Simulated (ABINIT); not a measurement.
# SiC (F-43m): G0W0 in ABINIT against the bands in the screening, part 2 of 2

How does the gap of SiC (F-43m) converge in the bands in the screening?

ABINIT 10.8.3; PBE and many-body steps on it, plane waves. Known limits of the many-body steps: not at the basis limit.

So far. Step 2 (Screening, 6×6×6 mesh, 12 bands, screening to 261.2 eV): Local fields lower ε∞ by 9 %. Step 5 (25 bands): The gap on the mesh goes from 1.36 eV to 2.05 eV, a correction of +0.69 eV.

## Step 6: Screening, 6×6×6 mesh, 99 bands, screening to 261.2 eV

This step: RPA screening on PBE, plane waves, norm-conserving pseudopotentials.

Contents of run.abi:

```
acell 3*1.0 Angstrom
rprim 
  -0.000000000000 2.179000000000 2.179000000000
  2.179000000000 0.000000000000 2.179000000000
  2.179000000000 2.179000000000 -0.000000000000
ntypat 2
znucl 14 6
natom 2
typat 1 2
xred 
  0.000000000000 0.000000000000 0.000000000000
  0.250000000000 0.250000000000 0.250000000000
pp_dirpath "pseudos"
pseudos "Si.upf, C.upf"
ecut 37
ngkpt 6 6 6
nshiftk 1
shiftk 0 0 0
kptopt 1
chksymbreak 0
istwfk *1
occopt 1
irdwfk 1
optdriver 3
nband 99
ecuteps 9.6
inclvkb 2
awtr 1
symchi 1
indata_prefix "in"
outdata_prefix "out"
tmpdata_prefix "tmp"
```

Launch:

```
> OMP_NUM_THREADS=1 mpirun -n 4 abinit run.abi > log
```

What it wrote:

```text
.Version 10.8.3 of ABINIT. v10.8.2 released Aug 2026.

 Symmetries : space group F-4 3 m (#216); Bravais cF (face-center cubic)
[... echo of the input left out ...]
== DATASET  1 ==================================================================
-   mpi_nproc: 4, omp_nthreads: 1 (-1 if OMP is not activated)

--- !DatasetInfo
iteration_state: {dtset: 1, }
dimensions: {natom: 2, nkpt: 16, mband: 99, nsppol: 1, nspinor: 1, nspden: 1, mpw: 1524, }
cutoff_energies: {ecut:  37.0, pawecutdg:  -1.0, }
[...]
--------------------------------------------------------------------------------
[... chi0 elements left out ...]
 For q-point:  0.000010 0.000020 0.000030
  dielectric constant =   7.0819
  dielectric constant without local fields =   7.7434

  Average fulfillment of the sum rule on Im[epsilon] for q-point    1 :     91.28  [%]
[... wings left out ...]
  q-point number  2        q = ( 0.166667, 0.000000, 0.000000) [r.l.u.]
--------------------------------------------------------------------------------
[... chi0 elements left out ...]
  Average fulfillment of the sum rule on Im[epsilon] for q-point    2 :     95.93  [%]

 [... 14 further q-points ...]
```

The job ended after 57 s (4 MPI ranks of Intel Xeon 6975P-C (Granite Rapids), shared host; peak memory 0.78 GiB; 3.8 min of CPU time).

This step gave:

```yaml
eps_infinity_with_local_fields_on_this_mesh_along_the_program_s_q_direction: 7.082
the_same_without_local_fields: 7.743
plasma_frequency: 23.09 eV
plane_waves_in_the_screening_matrix: 181
```

## Step 7: 99 bands

This step: G0W0 on PBE, plane waves, norm-conserving pseudopotentials.

run.abi, as its differences from that of step 6:

```diff
@@ -23,8 +23,17 @@
 irdwfk 1
-optdriver 3
+optdriver 4
 nband 99
+gwcalctyp 0
+ecutsigx 37
+symsigma 1
+nkptgw 2
+kptgw 
+  0.0000000000 0.0000000000 0.0000000000
+  0.5000000000 0.5000000000 0.0000000000
+bdgw 
+  2 8
+  3 6
 ecuteps 9.6
-inclvkb 2
-awtr 1
-symchi 1
+irdscr 1
+ppmodel 1
 indata_prefix "in"
```

What it wrote:

```text
.Version 10.8.3 of ABINIT. v10.8.2 released Aug 2026.

 Symmetries : space group F-4 3 m (#216); Bravais cF (face-center cubic)
[... echo of the input left out ...]
== DATASET  1 ==================================================================
-   mpi_nproc: 4, omp_nthreads: 1 (-1 if OMP is not activated)

--- !DatasetInfo
iteration_state: {dtset: 1, }
dimensions: {natom: 2, nkpt: 16, mband: 99, nsppol: 1, nspinor: 1, nspden: 1, mpw: 1524, }
cutoff_energies: {ecut:  37.0, pawecutdg:  -1.0, }
[...]
Band     E0 <VxcDFT>   SigX SigC(E0)      Z dSigC/dE  Sig(E)    E-E0       E
[...]
5   8.196 -10.505  -6.372  -3.955   0.820  -0.220 -10.359   0.146   8.343
        6  11.168 -10.770  -5.961  -4.423   0.822  -0.216 -10.453   0.317  11.485

== END DATASET(S) ==============================================================
================================================================================

 -outvars: echo values of variables after computation  --------
           etotal      0.0000000000E+00
            nband          99
             nkpt          16
          spgroup         216
 [... the other variables as echoed above ...]

 Calculation completed.
```

It took 14 s on 4 MPI ranks; peak memory 0.83 GiB.

This step gave:

| Property | Result |
| --- | --- |
| G0W0 gap on the points computed | 2.088 eV |
| starting gap on the mesh | 1.361 eV |
| k of the valence top | 0, 0, 0 |
| k of the conduction bottom | 0.5, 0.5, 0 |
| least direct G0W0 gap on the computed points | 5.587 eV |

Against the run before, the gap moves by +0.036 eV.

## Step 8: Screening, 6×6×6 mesh, 224 bands, screening to 261.2 eV

This step: RPA screening on PBE, plane waves, norm-conserving pseudopotentials.

run.abi, as its differences from that of step 7:

```diff
@@ -23,17 +23,8 @@
 irdwfk 1
-optdriver 4
-nband 99
-gwcalctyp 0
-ecutsigx 37
-symsigma 1
-nkptgw 2
-kptgw 
-  0.0000000000 0.0000000000 0.0000000000
-  0.5000000000 0.5000000000 0.0000000000
-bdgw 
-  2 8
-  3 6
+optdriver 3
+nband 224
 ecuteps 9.6
-irdscr 1
-ppmodel 1
+inclvkb 2
+awtr 1
+symchi 1
 indata_prefix "in"
```

What it wrote:

```text
.Version 10.8.3 of ABINIT. v10.8.2 released Aug 2026.

 Symmetries : space group F-4 3 m (#216); Bravais cF (face-center cubic)
[... echo of the input left out ...]
== DATASET  1 ==================================================================
-   mpi_nproc: 4, omp_nthreads: 1 (-1 if OMP is not activated)

--- !DatasetInfo
iteration_state: {dtset: 1, }
dimensions: {natom: 2, nkpt: 16, mband: 224, nsppol: 1, nspinor: 1, nspden: 1, mpw: 1524, }
cutoff_energies: {ecut:  37.0, pawecutdg:  -1.0, }
[...]
--------------------------------------------------------------------------------
[... chi0 elements left out ...]
 For q-point:  0.000010 0.000020 0.000030
  dielectric constant =   7.0837
  dielectric constant without local fields =   7.7436

  Average fulfillment of the sum rule on Im[epsilon] for q-point    1 :     97.20  [%]
[... wings left out ...]
  q-point number  2        q = ( 0.166667, 0.000000, 0.000000) [r.l.u.]
--------------------------------------------------------------------------------
[... chi0 elements left out ...]
  Average fulfillment of the sum rule on Im[epsilon] for q-point    2 :     97.95  [%]

 [... 14 further q-points ...]
```

The job ended after 2.1 min (4 MPI ranks; peak memory 1.4 GiB; 8.3 min of CPU time).

This step gave:

| Quantity | Value |
| --- | --- |
| ε∞ with local fields, on this mesh, along the program's q direction | 7.084 |
| the same without local fields | 7.744 |
| plasma frequency | 23.09 eV |
| plane waves in the screening matrix | 181 |

## Step 9: 224 bands

This step: G0W0 on PBE, plane waves, norm-conserving pseudopotentials.

run.abi, as its differences from that of step 8:

```diff
@@ -23,8 +23,17 @@
 irdwfk 1
-optdriver 3
-nband 224
+optdriver 4
+nband 99
+gwcalctyp 0
+ecutsigx 37
+symsigma 1
+nkptgw 2
+kptgw 
+  0.0000000000 0.0000000000 0.0000000000
+  0.5000000000 0.5000000000 0.0000000000
+bdgw 
+  2 8
+  3 6
 ecuteps 9.6
-inclvkb 2
-awtr 1
-symchi 1
+irdscr 1
+ppmodel 1
 indata_prefix "in"
```

What it wrote:

```text
.Version 10.8.3 of ABINIT. v10.8.2 released Aug 2026.

 Symmetries : space group F-4 3 m (#216); Bravais cF (face-center cubic)
[... echo of the input left out ...]
== DATASET  1 ==================================================================
-   mpi_nproc: 4, omp_nthreads: 1 (-1 if OMP is not activated)

--- !DatasetInfo
iteration_state: {dtset: 1, }
dimensions: {natom: 2, nkpt: 16, mband: 99, nsppol: 1, nspinor: 1, nspden: 1, mpw: 1524, }
cutoff_energies: {ecut:  37.0, pawecutdg:  -1.0, }
[...]
Band     E0 <VxcDFT>   SigX SigC(E0)      Z dSigC/dE  Sig(E)    E-E0       E
[...]
5   8.196 -10.505  -6.372  -3.976   0.820  -0.220 -10.376   0.129   8.325
        6  11.168 -10.770  -5.961  -4.445   0.822  -0.216 -10.470   0.299  11.468

== END DATASET(S) ==============================================================
================================================================================

 -outvars: echo values of variables after computation  --------
           etotal      0.0000000000E+00
            nband          99
             nkpt          16
          spgroup         216
 [... the other variables as echoed above ...]

 Calculation completed.
```

It took 14 s on 4 MPI ranks; peak memory 0.83 GiB.

This step gave:

| Item | Value |
| --- | --- |
| G0W0 gap on the points computed | 2.099 eV |
| starting gap on the mesh | 1.361 eV |
| k of the valence top | 0, 0, 0 |
| k of the conduction bottom | 0.5, 0.5, 0 |
| least direct G0W0 gap on the computed points | 5.593 eV |

Against the run before, the gap moves by +0.011 eV.

## Step 10: Side by side

Times are wall times on 4 MPI ranks of Intel Xeon 6975P-C (Granite Rapids), shared host, good to a factor of about two. A run's time includes the screening step that it read.

```
      run   mesh  bands  screening cutoff (eV)  DFT gap (eV)  gap on the mesh (eV)  direct (eV)  ε∞ used     time
 12 bands  6×6×6     99                  261.2         1.361                 2.083        5.593     7.04     20 s
 25 bands  6×6×6     99                  261.2         1.361                 2.052        5.561     7.07     29 s
 99 bands  6×6×6     99                  261.2         1.361                 2.088        5.587     7.08     70 s
224 bands  6×6×6     99                  261.2         1.361                 2.099        5.593     7.08  2.3 min
```

## Step 11: What came out

```json
{
  "12 bands": "2.083 eV",
  "25 bands": "2.052 eV",
  "99 bands": "2.088 eV",
  "224 bands": "2.099 eV",
  "known limits": "not at the basis limit"
}
```

The setting moved: bands in the screening. From 12 bands to 224 bands the gap moves by +0.02 eV, for 6.8 times the time, not steadily: it passes through 2.05 eV. The last step still moves it by +0.011 eV. Bands and screening cutoff are coupled, so a series along one setting does not show full convergence. Bands and cutoff are finite, so the gap is not at the basis limit. The miss can reach some tenths of an eV and take either sign; the mesh is an error of its own. In the G0W0 runs levels were corrected at 2 k points alone, so a gap called «on the mesh» is the least over those, and an edge elsewhere would be missed.

[Paths, hosts, dates, memory and timing lines, banners, echoed tables and standing remarks are left out of the program output.]

[Logs are printed without paths, hosts, clocks, repeated set-up lines and the standing remarks that a program may print on its own settings, such as how far it seeks lower states.]

[Runs of the session that timed out or met a known fault of the program may be left out.]

[Hosts, paths, dates, database ids (printed as entryN), source tags and the programs' standing remarks are cut or masked in the printed files.]

[G0W0 gaps are taken among the corrected bands and points alone; a level outside them can change the order at an edge.]

[Where Ansatz stands beside ABINIT at settings called matched, ABINIT's density can come from a denser mesh and the files from another edition; pairs whose starting gaps differed by over 0.03 eV were left out, so agreement reads better than it is.]
